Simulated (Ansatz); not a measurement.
Input and output of a one-shot G0W0 calculation on MoS2 (P-6m2) from a database of computed structures (the plane-wave code Ansatz, G0W0@r2SCAN with 409 empty bands, a screening cutoff of 210 eV and a 6×6×2 mesh). The cell was relaxed beforehand with r2SCAN+rVV10.

Input (YAML):
```yaml
crystal:
  lattice:
    - [3.1710519965, 0.0, 0.0]
    - [-1.5855259982, 2.7462115857, 0.0]
    - [0.0, 0.0, 6.809688909]
  atoms:
    - { symbol: Mo, position: [0.0, 0.0, 0.0] }
    - { symbol: S, position: [0.3333333333, 0.6666666667, 0.2285702679] }
    - { symbol: S, position: [0.3333333333, 0.6666666667, 0.7714297321] }
kpoints:
  mp_grid: { grid: [6, 6, 2] }
hamiltonian:
  xc: r2scan
scf:
  occupations: { method: fixed }
gw:
  n_empty_bands: 409
  ecut_chi: 210
  qp_bands: [v2, c2]
  qp_kpoints: band_edges
  screening: { model: contour_deformation }
```

Run as `ansatz run input.yaml --threads 2 --pin off --max-ram 3686MiB --backend cpu --events-out ev --progress --plain --runs-dir out`. Wall time 10 min on 2 threads of Arm Neoverse V2, with other jobs on the host; peak host memory 1.1 GiB.

The log, with set-up remarks and timings taken out:
```
Functional definition: r2SCAN
Crystal: 3 atoms, lattice volume = 59.301 Å³
Basis set: ecut = 500 eV, 1507 PW (Γ)
Bands: 17, of which v1, the nominal top of the filled ones, is band 13 counted from 1 (12 counted from 0)
Symmetry: 12 space group operations
Space group: P-6m2 (ITA 187)
k-points: 14 of 72 (time reversal used)
preconditioner: auto → none  [insulator: Δε(μ)=1.388 eV  ℏωp=20.5 eV]
Free energy (F): -6782.117845 eV
Fermi energy:    8.969041 eV
--- Per-component energies (eV) ---
  E_band       = -216.010513
  E_kinetic    = 654.781506
  E_local      = -2446.810985
  E_nonlocal   = 198.453324
  E_hartree    = 975.943675
  E_xc         = -362.560957
  E_vxc        = -446.013113
  E_paw        = -4435.838027
  E_vpaw       = -154.146360
  E_vtau       = 25.836404
  E_ewald      = -1365.645652
  E_core_change = -0.440737
--- G₀W₀: contour deformation, 7 samples at zero and on the imaginary axis and 1 off it, 72 q-points, 409 empty bands' worth ---
    ik  band        ε_KS         Σx   Σc(E_QP)       V_xc       Z   E_QP_lin       E_QP  E_QP is
     0    12      7.2896   -18.3507     2.1753   -15.7216  0.7408     6.8310     6.8359  root
     0    13      8.1842   -18.3759     0.8468   -17.3110  0.7364     7.9652     7.9660  root
     0    14     11.5256   -13.7380    -4.4482   -18.4488  0.7431    11.7896    11.7882  root
     0    15     11.5256   -13.7380    -4.4482   -18.4488  0.7431    11.7896    11.7882  root
     1    12      6.8966   -20.3022     1.3751   -18.7412  0.7399     6.7101     6.7108  root
     1    13      8.9690   -19.6758     0.5251   -18.9577  0.7369     8.7757     8.7761  root
     1    14     11.4769   -13.6736    -4.4540   -18.3924  0.7437    11.7432    11.7418  root
     1    15     11.4769   -13.6736    -4.4540   -18.3924  0.7437    11.7432    11.7418  root
     2    12      7.7703   -18.5501     1.8889   -16.2219  0.7483     7.3272     7.3309  root
     2    13      8.0298   -19.0512     0.9535   -17.9049  0.7331     7.8363     7.8370  root
     2    14     10.8130   -13.0331    -4.1798   -17.3898  0.7434    10.9905    10.9899  root
     2    15     11.3080   -14.1264    -4.3358   -18.6800  0.7303    11.5268    11.5257  root
     3    12      7.0523   -18.1284     1.9698   -15.7367  0.7433     6.6263     6.6304  root
     3    13      8.4643   -19.6904     0.7899   -18.7072  0.7360     8.2704     8.2709  root
     3    14     11.2507   -13.7592    -4.5805   -18.6061  0.7500    11.5184    11.5171  root
     3    15     11.2992   -14.1055    -4.4207   -18.7427  0.7272    11.5168    11.5157  root
     4    12      7.1500   -19.0191     2.1285   -16.4874  0.7355     6.7432     6.7469  root
     4    13      7.4266   -18.7434     1.1796   -17.3660  0.7299     7.2278     7.2288  root
     4    14     10.8025   -13.8404    -4.4074   -18.4864  0.7356    11.0422    11.0411  root
     4    15     10.8892   -15.3816    -4.4660   -20.1469  0.7302    11.1904    11.1886  root
     6    12      7.4221   -18.9048     1.7788   -16.7750  0.7453     7.0687     7.0711  root
     6    13      7.7193   -17.9792     1.1543   -16.5344  0.7434     7.4271     7.4288  root
     6    14     10.9387   -16.6603    -4.7893   -21.8114  0.7220    11.3035    11.3006  root
     6    15     11.3882   -15.5619    -4.9551   -20.8065  0.7108    11.6804    11.6776  root
     7    12      7.4720   -18.9840     1.7645   -16.8705  0.7458     7.1206     7.1229  root
     7    13      8.0397   -18.2933     1.0928   -16.8953  0.7475     7.7329     7.7345  root
     7    14     10.9529   -16.6749    -4.7838   -21.8191  0.7218    11.3162    11.3133  root
     7    15     11.5291   -16.1398    -5.0605   -21.4963  0.7031    11.8275    11.8250  root
     8    12      7.6413   -19.7490     1.1019   -18.4948  0.7278     7.4884     7.4889  root
     8    13      7.7015   -18.9759     1.9501   -16.6027  0.7455     7.2749     7.2784  root
     8    14     10.3860   -13.0708    -4.0329   -17.3010  0.7485    10.5839    10.5833  root
     8    15     11.0942   -14.9564    -4.6184   -19.8540  0.7262    11.3751    11.3733  root
     9    12      7.1377   -18.3881     2.1094   -15.8431  0.7418     6.6978     6.7021  root
     9    13      7.7762   -19.9118     1.0707   -18.6800  0.7300     7.6146     7.6151  root
     9    14     10.8411   -14.2859    -4.3151   -18.8534  0.7370    11.0947    11.0934  root
     9    15     11.2934   -13.6000    -4.7345   -18.6192  0.7509    11.5796    11.5781  root
  […]
```

The points are ik 0 = (0, 0, 0) (Γ), ik 1 = (0, 0, -1/2), ik 2 = (0, 1/6, 0), ik 3 = (0, 1/6, -1/2), ik 4 = (0, 1/3, 0), ik 6 = (0, -1/2, 0), ik 7 = (0, -1/2, -1/2), ik 8 = (1/6, 1/6, 0), ik 9 = (1/6, 1/6, -1/2), ik 10 = (1/6, 1/3, 0), ik 11 = (1/6, 1/3, -1/2), ik 12 = (1/3, 1/3, 0); band 13 is the last filled one.

G0W0 moves the gap on the mesh from 1.34 eV (r2SCAN) to 1.81 eV (k = (0, 0, -1/2) to k = (1/6, 1/6, 0)). Renormalisation factors Z lie between 0.70 and 0.75. G0W0 here is at a finite number of bands, screening cutoff and k mesh, not at the basis limit.

No spin polarisation and no zero-point or thermal motion.

Spin-orbit coupling is left out.
